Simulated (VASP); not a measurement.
# SiO2 (Stishovite) (P4_2/mnm) in VASP: further runs, part 2 of 2

VASP 6.6.1. Earlier steps stand in the parts before.

## 4. Relaxation of cell and atoms, PBE

This run uses another cell than the first one, of 8.04 Å³/atom, 1.032 times its volume.

Contents of INCAR:

```
SYSTEM = SiO2
PREC     = Accurate       ! precision mode
ENCUT    = 600            ! plane-wave cutoff, eV
EDIFF    = 1E-7           ! SCF threshold, eV
ISMEAR   = 0              ! smearing method
SIGMA    = 0.03           ! smearing width, eV
LREAL    = .FALSE.        ! projectors in reciprocal space
LASPH    = .TRUE.         ! aspherical terms in the spheres
NELM     = 80             ! most SCF steps
ALGO     = Normal         ! electronic algorithm
ISIF     = 3              ! what is computed and relaxed
LWAVE    = .FALSE.        ! write WAVECAR
LCHARG   = .FALSE.        ! write CHGCAR
GGA      = PE             ! functional
IBRION   = 2              ! ionic algorithm
NSW      = 90             ! ionic steps
EDIFFG   = -0.005         ! ionic threshold
KPAR     = 2
```

Contents of KPOINTS:

```
regular mesh
0
G
  8 8 10
  0 0 0
```

Contents of POSCAR:

```
SiO2                                    
1.0
    4.2314400294      0.0000000000      0.0000000000
   -0.0000000000      4.2314400294      0.0000000000
    0.0000000000      0.0000000000      2.6933775175
  Si              O             
     2     4
Direct
     0.0000000000000000    1.0000000000000000    0.0000000000000000
     0.5000000000000000    0.5000000000000000    0.5000000000000000
     0.3067428804430147    0.3067428804430147    1.0000000000000000
     0.1932571195569854    0.8067428804430145    0.5000000000000000
     0.6932571195569855    0.6932571195569855    0.0000000000000000
     0.8067428804430145    0.1932571195569854    0.5000000000000000
```

Potentials or basis: VASP PAW PBE potentials, release 64 (Si, O).

Run with:

```
$ cat potpaw_PBE.64/Si/POTCAR potpaw_PBE.64/O/POTCAR > POTCAR
$ mpirun -np 2 vasp_std > vasp.out
```

OUTCAR:

```text
SYSTEM = SiO2
   PREC = Accurate
   ENCUT = 600
   EDIFF = 1E-7
   ISMEAR = 0
   LREAL = .FALSE.
   LASPH = .TRUE.
   NELM = 80
   ISIF = 3
   GGA = PE
   IBRION = 2
   NSW = 90
   EDIFFG = -0.005

 ion  position               nearest neighbor table
   1  0.000  0.000  0.000-   4 1.78   6 1.78   4 1.78   6 1.78   5 1.84   3 1.84
   2  0.500  0.500  0.500-   3 1.78   5 1.78   3 1.78   5 1.78   4 1.84   6 1.84
   3  0.307  0.307  0.000-   2 1.78   2 1.78   1 1.84
   4  0.193  0.807  0.500-   1 1.78   1 1.78   2 1.84
   5  0.693  0.693  0.000-   2 1.78   2 1.78   1 1.84
   6  0.807  0.193  0.500-   1 1.78   1 1.78   2 1.84

  LATTYP: Found a simple tetragonal cell.
 ALAT       =     4.2314400294
 C/A-ratio  =     0.6365155831

  Lattice vectors:

 A1 = (   4.2314400294,   0.0000000000,   0.0000000000)
 A2 = (   0.0000000000,   4.2314400294,   0.0000000000)
 A3 = (   0.0000000000,   0.0000000000,   2.6933775175)

Analysis of symmetry for initial positions (statically):
=====================================================================
 Subroutine PRICEL returns:
 Original cell was already a primitive cell.

 Routine SETGRP: Setting up the symmetry group for a
 simple tetragonal supercell.

 Subroutine GETGRP returns: Found 16 space group operations
 (whereof  8 operations were pure point group operations)
 out of a pool of 16 trial point group operations.

The static configuration has the point symmetry D_2h.
 The point group associated with its full space group is D_4h.

Analysis of symmetry for dynamics (positions and initial velocities):
=====================================================================
 Subroutine PRICEL returns:
 Original cell was already a primitive cell.

 Routine SETGRP: Setting up the symmetry group for a
 simple tetragonal supercell.

 Subroutine GETGRP returns: Found 16 space group operations
 (whereof  8 operations were pure point group operations)
 out of a pool of 16 trial point group operations.

The dynamic configuration has the point symmetry D_2h.
 The point group associated with its full space group is D_4h.

 Subroutine INISYM returns: Found 16 space group operations
 (whereof  8 operations are pure point group operations),
 and found     1 'primitive' translations

----------------------------------------------------------------------------------------

                                     Primitive cell

  volume of cell :      48.2252

  direct lattice vectors                    reciprocal lattice vectors
     4.231440029  0.000000000  0.000000000     0.236326166  0.000000000  0.000000000
     0.000000000  4.231440029  0.000000000     0.000000000  0.236326166  0.000000000
     0.000000000  0.000000000  2.693377518     0.000000000  0.000000000  0.371281038

  length of vectors
     4.231440029  4.231440029  2.693377518     0.236326166  0.236326166  0.371281038

  position of ions in fractional coordinates (direct lattice)
     0.000000000  0.000000000  0.000000000
     0.500000000  0.500000000  0.500000000
     0.306742880  0.306742880  0.000000000
     0.193257120  0.806742880  0.500000000
     0.693257120  0.693257120  0.000000000
     0.806742880  0.193257120  0.500000000

  ion indices of the primitive-cell ions
   primitive index   ion index
[... 61 lines left out ...]
   number of dos      NEDOS =    301   number of ions     NIONS =      6
   total plane-waves  NPLWV =  31104
   dimension x,y,z NGX =    36 NGY =   36 NGZ =   24
   dimension x,y,z NGXF=    72 NGYF=   72 NGZF=   48
   ions per type =               2   4
   NGX,Y,Z   is equivalent  to a cutoff of  14.14, 14.14, 14.81 a.u.
   NGXF,Y,Z  is equivalent  to a cutoff of  28.29, 28.29, 29.63 a.u.
 SYSTEM =  SiO2
   PREC   = accura    normal or accurate (medium, high low for compatibility)
   ISTART =      0    job   : 0-new  1-cont  2-samecut
   ICHARG =      2    charge: 1-file 2-atom 10-const
   ISPIN  =      1    spin polarized calculation?
   LNONCOLLINEAR =      F non collinear calculations
   LSORBIT =      F    spin-orbit coupling
   LASPH  =      T    aspherical Exc in radial PAW
   ENCUT  =  600.0 eV  44.10 Ry    6.64 a.u.   8.45  8.45  5.38*2*pi/ulx,y,z
   NELM   =     80;   NELMIN=  2; NELMDL= -5     # of ELM steps
   EDIFF  = 0.1E-06   stopping-criterion for ELM
   LREAL  =      F    real-space projection
   EDIFFG = -.5E-02   stopping-criterion for IOM
   NSW    =     90    number of steps for IOM
   IBRION =      2    ionic relax: 0-MD 1-quasi-New 2-CG
   NFREE  =      1    steps in history (QN), initial steepest desc. (CG)
   ISIF   =      3    stress and relaxation
   ISYM   =      2    0-nonsym 1-usesym 2-fastsym
   POTIM  = 0.5000    time-step for ionic-motion
   TEBEG  =    0.0;   TEEND  =   0.0 temperature during run
   PSTRESS=    0.0 pullay stress
   NELECT =      32.0000    total number of electrons
   NUPDOWN=      -1.0000    fix difference up-down
   EMIN   =  10.00;   EMAX   =-10.00  energy-range for DOS
   EFERMI =   0.00;   METHOD = LEGACY
   ISMEAR =     0;   SIGMA  =   0.03  broadening in eV -4-tet -1-fermi 0-gaus
   EFERMI_NEDOS =   21; number of points for ismear=-14 and -15
   IALGO  =     38    algorithm
   IMIX   =      4    mixing-type and parameters
     AMIX     =   0.40;   BMIX     =  1.00
     AMIX_MAG =   1.60;   BMIX_MAG =  1.00
  volume/ion in A,a.u.               =       8.04        54.24
  Fermi-wavevector in a.u.,A,eV,Ry     =   1.427908  2.698355 27.741216  2.038922
  Thomas-Fermi vector in A             =   2.548027
   LORBIT       =      0    0 simple, 1 ext, 2 COOP (PROOUT), +10 PAW based schemes
   GGA     = PE    functional components
   LHFCALC =     F    Hartree Fock is set to
   AEXX    =    0.0000 exact exchange contribution
   IVDW    =     0    specifies the selected vdW correction
   LEPSILON=     F    determine dielectric tensor
   LRPA    =     F    only Hartree local field effects (RPA)
 conjugate gradient relaxation of ions
 non-spin polarized calculation
 Gauss-broadening in eV      SIGMA  =   0.03
  energy-cutoff  :      600.00
  volume of cell :       48.23
 maximum number of plane-waves:      1634
 NGX is ok and might be reduce to    36
   NGX = 17   NGY = 17   NGZ = 11

--------------------------------------- Ionic step        1  -------------------------------------------

 number of electron      32.0000007 magnetization

 Free energy of the ion-electron system (eV)
  ---------------------------------------------------
  ext. energy  EPLUGINS =         0.00000000
  ---------------------------------------------------
  free energy    TOTEN  =       -46.33109210 eV

  energy without entropy =      -46.33109210  energy(sigma->0) =      -46.33109210

------------------------ aborting loop because EDIFF is reached ----------------------------------------

  FORCE on cell =-STRESS in cart. coord.  units (eV):
  Direction    XX          YY          ZZ          XY          YZ          ZX
  --------------------------------------------------------------------------------------
  -------------------------------------------------------------------------------------
  Total       -0.0399298     -0.0399298     -0.0676928     -0.0000000      0.0000000      0.0000000
  in kB       -1.3265804     -1.3265804     -2.2489483     -0.0000000      0.0000000      0.0000000
  external PRESSURE =      -1.6340364 kB  Pullay stress =       0.0000000 kB
[... 67 lines left out ...]
--------------------------------------- Ionic step        3  -------------------------------------------

 number of electron      32.0000007 magnetization

 Free energy of the ion-electron system (eV)
  ---------------------------------------------------
  ext. energy  EPLUGINS =         0.00000000
  ---------------------------------------------------
  free energy    TOTEN  =       -46.33110716 eV

  energy without entropy =      -46.33110716  energy(sigma->0) =      -46.33110716

 E-fermi :   7.9864     XC(G=0): -12.0895

 val. band max:        7.7573997811   @ k =   0.0000   0.0000   0.0000
 cond. band min:      12.7944102723   @ k =   0.0000   0.0000   0.0000
 fundamental gap:      5.0370104912
 Fermi energy:         7.9863684063

 k-point     1 :       0.0000    0.0000    0.0000
  band No.  band energies     occupation
      1     -14.4682      2.00000
      2     -11.0009      2.00000
      3     -11.0009      2.00000
      4     -10.8258      2.00000
      5      -2.8746      2.00000
      6       1.5180      2.00000
[... 541 lines left out ...]
     19      17.2982      0.00000
     20      17.2982      0.00000

 [... further k-points ...]

------------------------ aborting loop because EDIFF is reached ----------------------------------------

  FORCE on cell =-STRESS in cart. coord.  units (eV):
  Direction    XX          YY          ZZ          XY          YZ          ZX
  --------------------------------------------------------------------------------------
  -------------------------------------------------------------------------------------
  Total        0.0032380      0.0032380     -0.0029276      0.0000000      0.0000000      0.0000000
  in kB        0.1076319      0.1076319     -0.0973145      0.0000000      0.0000000      0.0000000
  external PRESSURE =       0.0393164 kB  Pullay stress =       0.0000000 kB
[... 21 lines left out ...]
  FREE ENERGIE OF THE ION-ELECTRON SYSTEM (eV)
  ---------------------------------------------------
  free  energy   TOTEN  =       -46.3311071564 eV

  energy  without entropy=      -46.3311071564  energy(sigma->0) =      -46.33110716

 reached required accuracy - stopping structural energy minimisation
```

It took 2.5 min on 2 MPI ranks of AMD EPYC 7R43 (Zen 3), shared host; peak memory 0.19 GiB.

What came out:

* Free energy: -46.3311 eV
* Relaxed volume: 8.03 Å³/atom
* Relaxed cell: a = 4.231 Å, b = 4.231 Å, c = 2.693 Å, α = 90.00°, β = 90.00°, γ = 90.00°
* Space group after relaxing (to 0.05 Å): P4_2/mnm (No. 136)
* Energy gained by relaxing: 0.0 meV/atom
* Ionic steps: 3
* Pressure after relaxing: 0.0 GPa
* Band gap on the k mesh: 5.04 eV, direct

Final structure:
```cif
data_structure
_symmetry_space_group_name_H-M 'P 1'
_symmetry_Int_Tables_number 1
_cell_length_a 4.2308
_cell_length_b 4.2308
_cell_length_c 2.6927
_cell_angle_alpha 90.000
_cell_angle_beta 90.000
_cell_angle_gamma 90.000
_cell_volume 48.20
loop_
_atom_site_label
_atom_site_type_symbol
_atom_site_fract_x
_atom_site_fract_y
_atom_site_fract_z
_atom_site_occupancy
Si1 Si 0.00000 0.00000 0.00000 1
Si2 Si 0.50000 0.50000 0.50000 1
O1 O 0.30676 0.30676 0.00000 1
O2 O 0.19324 0.80676 0.50000 1
O3 O 0.69324 0.69324 0.00000 1
O4 O 0.80676 0.19324 0.50000 1
```

Levels at points of the mesh, in eV from the valence-band top:
| k point | band 13 | band 14 | band 15 | band 16 | band 17 | band 18 | band 19 | band 20 |
| --- | --- | --- | --- | --- | --- | --- | --- | --- |
| (0.00, 0.00, 0.00) | -2.50 | -0.85 | -0.85 | 0.00 | 5.04 | 6.59 | 8.27 | 8.27 |
| (0.50, 0.00, 0.00) | -2.62 | -2.62 | -1.04 | -1.04 | 7.30 | 7.30 | 8.87 | 8.87 |
| (0.50, 0.50, 0.00) | -2.55 | -2.55 | -2.17 | -2.17 | 7.02 | 7.02 | 9.77 | 9.77 |
| (0.00, 0.00, 0.50) | -2.89 | -2.89 | -2.57 | -2.57 | 8.65 | 8.65 | 12.25 | 12.29 |
| (0.50, 0.00, 0.50) | -2.21 | -2.21 | -1.67 | -1.67 | 8.44 | 8.44 | 9.46 | 9.46 |
| (0.50, 0.50, 0.50) | -1.72 | -1.72 | -1.47 | -1.47 | 6.81 | 6.81 | 10.72 | 10.72 |
